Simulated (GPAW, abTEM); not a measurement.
## Does bonding show in the electron microscope? BAs monolayer

Question: image and diffraction simulations usually add up neutral spherical atoms. How large is the error for a BAs monolayer, in scanning-probe images and phase-contrast images?

The sheet lies in the middle of a cell with vacuum above and below. All numbers are calculated.

### 1. Find the equilibrium geometry

The density hangs on the geometry, so the atoms and the in-plane cell are relaxed first, with the symmetry held. The cutoff is set higher than for the density because stress converges slowly with plane waves.

Settings: GPAW 26.7.0, PBE, 750 eV, 8×8×1 k-points, Fermi–Dirac width 0.05 eV, BFGS to 0.02 eV/Å.

```text
cell
1.0
     3.390000000    0.000000000    0.000000000
    -1.695000000    2.935826119    0.000000000
     0.000000000   -0.000000000   10.000000000
B As
1 1
Direct
0.000000000 0.000000000 0.500000000
0.666666667 0.333333333 0.500000000
```

```console
$ OMP_NUM_THREADS=1 mpirun -n 4 gpaw python run.py > gpaw.log
```

```text
BFGS:    0      -10.629778        0.011230
cell  3.3900 3.3900 10.0000  90.00 90.00 120.00
volume 99.525 A^3, largest force 0.000 eV/A, largest stress 0.04 GPa
```

The starting cell already met the threshold. After 0 steps the area has changed by 0.0 % and the energy by 0.000 eV; the largest stress left is 0.04 GPa (averaged over the vacuum too). It took 8.3 s on 4 cores of Arm Neoverse N1 (shared host), peak memory 0.68 GiB.

Shortest distances after relaxation: As–B 1.957 Å, As–As 3.390 Å, B–B 3.390 Å.

### 2. Density and charge transfer

Fast electrons feel the potential of the nuclei and of all the electrons, so the PAW density is rebuilt with its core regions. Subtracting spherical free atoms from the same code cancels the cores and leaves the deformation density Δρ, the part due to bonding.

Settings: PBE, 600 eV, 9×9×1 k-points, Fermi–Dirac width 0.05 eV; primitive cell of 2 atoms.

```console
$ OMP_NUM_THREADS=1 mpirun -n 4 gpaw python run.py > gpaw.log
```

```text
|iter:   1|       0s |  -11.141592 | +0.17 |       |
|iter:   2|       1s |  -11.037193 | -1.16 | -0.73 |
|iter:   3|       1s |  -10.626728 | -1.27 | -0.78 |
...
|iter:   8|       2s |  -10.623529c| -6.24 | -3.86 |
|iter:   9|       3s |  -10.623530c| -7.02 | -4.56c|
|iter:  10|       3s |  -10.623530c| -7.82c| -5.41c|
```

```text
grid (40, 40, 120)  electrons 38.000  moved by bonding 0.500 e
deformation density beyond 0.5 A of the nuclei: max 0.252, min -0.103 e/A^3
atom        x       y       z   Voronoi charge  moment
B 1    0.0000  0.0000  0.5000     -0.143       0.00
As2    0.6667  0.3333  0.5000      0.143       0.00
mean inner potential of superposed free atoms 4.922 V
total magnetic moment 0.000 muB
```

Deformation density in a plane through the shortest contact of the B atom at the origin, in 0.01 e/Å³ (clipped at ±99); x from -1.6 to 3.6 Å, y from 2.4 down to -2.4 Å:

```text
 -5  -7   2  16  17   6  -1  -2  -4  -5   1  16  25  15   2   1
  0   .   .  -6  -2  -2  -3  -4  -4  -4   0   7  15   .   .  14
  1   .   .   .  -7  -5  -4  -4  -4  -3  -1   2   .   .   .  21
 -2  -7  -6   2   7   2  -2  -3  -4  -4   2  13  21  15   3   7
 -5  -4   8  22  21   7   0   0  -2  -7  -2  13  22  14   2  -1
 -4  -2   6  15  20   .   7  13   8  -6   .  -6   1   2  -2  -3
 -4  -2   0   3   .   .  21  25  15  -5   .   .  -7  -7  -5  -4
 -4  -2   6  15  20   .   7  13   8  -6   .  -6   1   2  -2  -3
 -5  -4   8  22  21   7   0   0  -2  -7  -2  13  22  14   2  -1
 -2  -7  -6   2   7   2  -2  -3  -4  -4   2  13  21  15   3   7
  1   .   .   .  -7  -5  -4  -4  -4  -3  -1   2   .   .   .  21
  0   .   .  -6  -2  -2  -3  -4  -4  -4   0   7  15   .   .  14
 -5  -7   2  16  17   6  -1  -2  -4  -5   1  16  25  15   2   1
```

Atoms in or within 0.15 Å of the plane: B (2.9, -1.7), B (0.0, 0.0), B (2.9, 1.7), As (-1.0, -1.7), As (2.0, 0.0), As (-1.0, 1.7) Å. Dots mark points within about 0.45 Å of a nucleus; large values next to them are atomic features.

B gains most (-0.14 e) and As loses most (+0.14 e), which isn't the order of electronegativity: valence and coordination count too, and Voronoi cells cut space at the midplane whatever the atoms' sizes. Such charges fall far short of formal ones, since overlapping free atoms already put density on their neighbours. Along the shortest contact from the B atom at the map's origin, B–As at 1.96 Å, Δρ is +0.23 e/Å³ at the midpoint and highest, +0.25, 0.86 Å from B (points within 0.5 Å of a nucleus left out): a bond charge, the mark of covalency, pulled towards B. At the midpoints of other shortest contacts it is 0.00 (As–As, 3.39 Å) and -0.06 (B–B, 3.39 Å) e/Å³. Point values carry grid noise of about 0.01 e/Å³. The printed inner potential is divided by a volume that includes the vacuum. The run needed 10 iterations, 7.3 s.

### 3. Which functional?

The same geometry is run with other functionals, to see whether the bonding signal is larger than the spread between approximations. Free atoms are LDA for LDA and PBE otherwise; meta-GGAs and hybrids keep PBE cores. Any other changed setting is in the row's label.

| run | q(B) (e) | moved (e) | time |
| --- | --- | --- | --- |
| PBE | -0.143 | 0.500 | 7.3 s |
| LDA | -0.140 | 0.493 | 6.6 s |
| r2SCAN | -0.117 | 0.513 | 12 s |

The charge moved by bonding spans 0.493 to 0.513 e. Times are from shared hosts.

### 4. Scanning probe: integrated centre of mass and ABF

The integrated centre-of-mass signal follows the projected potential of a thin sample, so it responds to any shift of charge; annular bright field is given beside it. The probe is focused on the sheet.

Settings: abTEM 1.0.9, 60 kV, 4×2×1 cells, grid 100×86, 10 slices, atoms at rest, semi-angle 35 mrad, ABF 18–35 mrad, Gaussian source blur σ = 0.25 Å; iCOM in arbitrary units. Columns, named by their atoms per repeat: As (1.70, 0.98), B (0.00, 0.00), void (1.70, 4.89) Å; 'void' is a point in the widest open channel.

| column | iCOM − void, atoms | bonded | change (%) | ABF, atoms (%) | bonded (%) |
| --- | --- | --- | --- | --- | --- |
| As | 0.0287 | 0.0283 | -1.4 | 69.38 | 69.37 |
| B | 0.0096 | 0.0087 | -9.4 | 72.23 | 72.23 |

Against the void, B changes by -9.4 % and As by -1.4 %. Screening by site charges alone doesn't account for these signs and sizes; the redistribution between atoms, bonds and voids matters as well. All listed columns lose contrast, and since the void is the reference, a rise of its own potential counts in every figure. At these points the largest ABF change is 0.010 % of the beam. Time: 9.7 s.

### 5. Phase-contrast images through focus

Defocus sets how strongly, and with which sign, the lens passes each spatial frequency; bonding changes the potential mostly at the lowest ones. Defocus counts from the exit plane, 4.5 Å below the sheet's middle.

Settings: abTEM 1.0.9, 60 kV, 3×2×1 cells, grid 129×148, 10 slices, atoms at rest, Cs -8 μm, focal spread 30 Å, aperture 35 mrad; positive defocus is underfocus. Intensity relative to vacuum, independent atoms / with bonding. Columns, named by their atoms per repeat: As (1.70, 0.98), B (0.00, 0.00), void (1.70, 4.89) Å; 'void' is a point in the widest open channel.

| defocus (Å) | As | B | void |
| --- | --- | --- | --- |
| -200 | 1.013 / 1.013 | 1.046 / 1.049 | 1.109 / 1.107 |
| -130 | 1.082 / 1.082 | 0.857 / 0.849 | 0.752 / 0.757 |
| -40 | 1.147 / 1.148 | 1.044 / 1.039 | 0.961 / 0.967 |
| 130 | 0.826 / 0.826 | 0.916 / 0.921 | 1.002 / 0.993 |
| 200 | 1.206 / 1.208 | 0.975 / 0.973 | 0.902 / 0.905 |

The largest change at any listed point, and its share of that image's contrast range (maximum minus minimum): 0.003 (2 %) at -200 Å, 0.008 (2 %) at -130 Å, 0.006 (3 %) at -40 Å, 0.009 (4 %) at 130 Å, 0.003 (1 %) at 200 Å.

### 6. Answer

Putting the DFT potential in place of independent atoms changes iCOM column contrast by -9.4 to -1.4 % and phase contrast by up to 4 % of its range. The shortest bond, B–As, has Δρ = +0.23 e/Å³ at its midpoint, a covalent bond charge. Limits: the bonding term is static and added to Lobato atoms; no inelastic scattering.

[Outputs are excerpts: Python notices, other lines and further rows are left out; steps that failed or that the build refused (PBEsol, TPSS) are not shown.]

[Logs are printed without paths, hosts, clocks, repeated set-up lines and the standing remarks that a program may print on its own settings, such as how far it seeks lower states.]
